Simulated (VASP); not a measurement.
**VASP 6.6.1 run: SiC**

INCAR

```
LCHARG = .FALSE.
EDIFF = 1E-7
ISIF = 3
ENCUT = 600
NSW = 40
PREC = Accurate
GGA = CA
NBANDS = 11
ISMEAR = -1
LREAL = .FALSE.
PSTRESS = 500
LWAVE = .FALSE.
EDIFFG = 1E-5
LASPH = .TRUE.
NELM = 120
IBRION = 2
SIGMA = 0.02
```

KPOINTS

```
KPOINTS created by Atomic Simulation Environment
0
Gamma
10 10 10
0 0 0
```

POSCAR

```
Si C
 1.0000000000000000
     0.0000000000000000    2.1897788108572280    2.1897788108572280
     2.1897788108572280   -0.0000000000000000    2.1897788108572280
     2.1897788108572280    2.1897788108572280   -0.0000000000000000
 Si  C
   1   1
Cartesian
 -0.0000000000000000  0.0000000000000000 -0.0000000000000000
  1.0948894054286140  1.0948894054286140  1.0948894054286140
```

The recommended LDA PAW datasets give the neutral cell 8 valence electrons.

Command

```
mpirun -np 1 vasp_std
```

Q: How does this run end, and what does it give?

A: It converged. Results: relaxed cell vector lengths 2.902, 2.902, 2.902 Å; relaxed cell volume 17.28 Å³.

OSZICAR

```
N       E                     dE             d eps       ncg     rms          rms(c)
DAV:   1     0.399452528910E+01    0.39945E+01   -0.41999E+03  1050   0.690E+02
DAV:   2    -0.179213064664E+02   -0.21916E+02   -0.20779E+02  1342   0.116E+02
DAV:   3    -0.186151389392E+02   -0.69383E+00   -0.69253E+00  1286   0.172E+01
DAV:   4    -0.186180271765E+02   -0.28882E-02   -0.28881E-02  1192   0.141E+00
DAV:   5    -0.186180409937E+02   -0.13817E-04   -0.13817E-04  1261   0.907E-02    0.890E+00
DAV:   6    -0.167135224343E+02    0.19045E+01   -0.71723E+00  1166   0.118E+01    0.390E+00
DAV:   7    -0.166503841274E+02    0.63138E-01   -0.36992E-01  1232   0.353E+00    0.175E+00
DAV:   8    -0.166297379610E+02    0.20646E-01   -0.26617E-02  1187   0.979E-01    0.181E-01
DAV:   9    -0.166292764651E+02    0.46150E-03   -0.21597E-03  1278   0.247E-01    0.972E-02
DAV:  10    -0.166292930266E+02   -0.16561E-04   -0.14254E-04  1157   0.737E-02    0.326E-02
...
DAV:   7    -0.162721808808E+02    0.73626E-07   -0.10721E-07   589   0.162E-03
   4 F= -.10836316E+02 E0= -.10836316E+02  d E =-.760778E+00
       N       E                     dE             d eps       ncg     rms          rms(c)
DAV:   1    -0.162317111341E+02    0.40470E-01   -0.14688E-02  1127   0.822E-01    0.152E-01
DAV:   2    -0.162314229588E+02    0.28818E-03   -0.63006E-04  1160   0.141E-01    0.821E-02
DAV:   3    -0.162313589993E+02    0.63960E-04   -0.11429E-04  1169   0.600E-02    0.205E-02
DAV:   4    -0.162313502305E+02    0.87687E-05   -0.11716E-05  1165   0.171E-02    0.582E-03
DAV:   5    -0.162313499041E+02    0.32641E-06   -0.46837E-07  1208   0.423E-03    0.540E-03
DAV:   6    -0.162313498776E+02    0.26494E-07   -0.22952E-08   589   0.122E-03
   5 F= -.10837612E+02 E0= -.10837612E+02  d E =-.762073E+00
```

```json
{"ionic step": "1", "ΔH (meV/atom)": "0.0", "volume (Å³)": "21.00", "largest force (eV/Å)": "0.000", "pressure (GPa)": "-7.25", "electronic steps": "13"}
{"ionic step": "2", "ΔH (meV/atom)": "1736.9", "volume (Å³)": "11.54", "largest force (eV/Å)": "0.000", "pressure (GPa)": "365.83", "electronic steps": "8"}
{"ionic step": "3", "ΔH (meV/atom)": "-372.6", "volume (Å³)": "17.77", "largest force (eV/Å)": "0.000", "pressure (GPa)": "39.22", "electronic steps": "9"}
{"ionic step": "4", "ΔH (meV/atom)": "-380.4", "volume (Å³)": "17.42", "largest force (eV/Å)": "0.000", "pressure (GPa)": "46.92", "electronic steps": "7"}
{"ionic step": "5", "ΔH (meV/atom)": "-381.0", "volume (Å³)": "17.28", "largest force (eV/Å)": "0.000", "pressure (GPa)": "50.03", "electronic steps": "6"}
```

 The volume moved far on the plane waves of the start cell, so a restart from CONTCAR is due.

For comparison, a separate LDA relaxation on usual settings, not on those above, ends at 20.31 Å³.
